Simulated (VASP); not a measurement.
A run of VASP 6.6.1 is set up as follows.

File POSCAR:

```
Sn
1.0
   -1.7555100000      1.7552400000      2.1416400000
    1.7555100000     -1.7552400000      2.1416400000
    1.7555100000      1.7552400000     -2.1416400000
Sn
1
Direct
    0.0000000000      0.0000000000      0.0000000000
```

The input INCAR.step1:

```
PREC     = Accurate       # precision mode
ENCUT    = 520            # plane-wave cutoff, eV
EDIFF    = 1E-5           # SCF threshold, eV
ISMEAR   = 0              # smearing method
SIGMA    = 0.1            # smearing width, eV
LREAL    = F              # projectors in reciprocal space
LASPH    = T              # aspherical terms in the spheres
NELM     = 60             # most SCF steps
ALGO     = Normal         # electronic algorithm
ISIF     = 2              # what is computed and relaxed
LWAVE    = T              # write WAVECAR
LCHARG   = F              # write CHGCAR
NBANDS   = 13             # bands
GGA      = PE             # functional
```

Contents of INCAR.step2:

```
PREC     = Accurate       # precision mode
ENCUT    = 520            # plane-wave cutoff, eV
EDIFF    = 1E-6           # SCF threshold, eV
ISMEAR   = 0              # smearing method
SIGMA    = 0.1            # smearing width, eV
LREAL    = F              # projectors in reciprocal space
LASPH    = T              # aspherical terms in the spheres
NELM     = 60             # most SCF steps
ALGO     = Normal         # electronic algorithm
ISIF     = 2              # what is computed and relaxed
LWAVE    = F              # write WAVECAR
LCHARG   = F              # write CHGCAR
GGA      = PE             # functional
LHFCALC  = T              # exact exchange
HFSCREEN = 0.2            # screening, 1/A
PRECFOCK = Fast         
NBANDS   = 13             # bands
ISTART   = 1
```

Contents of KPOINTS:

```
Automatic mesh
0
Gamma
  8 8 8
```

Potentials or basis: VASP PAW PBE potentials, release 64 (Sn_d).

The run is started by

```console
$ cat potpaw_PBE.64/Sn_d/POTCAR > POTCAR
$ cp INCAR.step1 INCAR
$ mpirun -np 1 vasp_std > vasp.out
$ cp INCAR.step2 INCAR
$ mpirun -np 1 vasp_std > vasp.out
```

**Question.** What does it give for the pressure?

**Answer.** 1.1 GPa.

**Question.** Estimate the band gap on the k mesh.

**Answer.** None (metal or under the smearing width).

Stress tensor (GPa, compression positive):
```
1.23 0.00 0.00
0.00 1.21 0.00
0.00 0.00 0.72
```

Caveat: the PAW data sets were made with another functional, which shifts forces and pressure a little.
